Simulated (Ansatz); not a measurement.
**Te: frozen-core PAW against all-electron methods**

```
Te
1.0
     4.36112   -2.44234    0.00000
     4.36112    2.44234    0.00000
    -0.13436    0.00000    3.95735
Te
3
Cartesian
  5.8055 0.0000 2.6712
  2.7823 0.0000 1.2861
  0.0000 0.0000 0.0000
```

Atom numbers follow the list: Te1, Te2, Te3.

The cell comes from COD entry 1533530, which wasn't checked; take it as a given geometry. The listed cell was then made from it by scaling, straining or moving an atom.

No spin–orbit coupling, which matters for the heavy atoms here.

Levels of theory: DFT, PBE, PAW with Ansatz's default frozen-core files, scalar-relativistic (Ansatz 0.2.0); DFT, PBE, all-electron PAW with datasets made for the crystal, scalar-relativistic (Ansatz 0.2.0); DFT, PBE, all-electron LAPW, scalar-relativistic (Ansatz 0.2.0).

For PAW: a Γ-centred 8×8×8 k mesh, Fermi–Dirac smearing of 0.05 eV, cutoff 420 eV, no spin polarisation. The crystal-made all-electron datasets (AE datasets) take a cutoff of 160 eV at this cell. LAPW targets a basis error of 1 meV/atom. The Ansatz runs share mesh, smearing and spin set-up. Plane-wave (PAW) pressures include the program's estimate of the Pulay term.

Stress and pressure are positive in compression.

The change that made this cell: equal xx and yy strain of +3 %.

| quantity | PAW | AE datasets | LAPW |
| --- | --- | --- | --- |
| pressure (GPa) | 3.88 | 3.90 | 3.90 |
| stress xx (GPa) | 2.39 | 2.40 | 2.41 |
| stress yy (GPa) | 2.60 | 2.62 | 2.62 |
| stress zz (GPa) | 6.66 | 6.67 | 6.67 |
| stress xz (GPa) | 0.99 | 0.99 | 0.99 |
| force on Te1, x (eV/Å) | -0.273 | -0.273 | -0.273 |

PAW's pressure differs from the LAPW value by -0.02 GPa. Datasets made for the crystal and LAPW share parts of one code, so their agreement isn't an independent check.
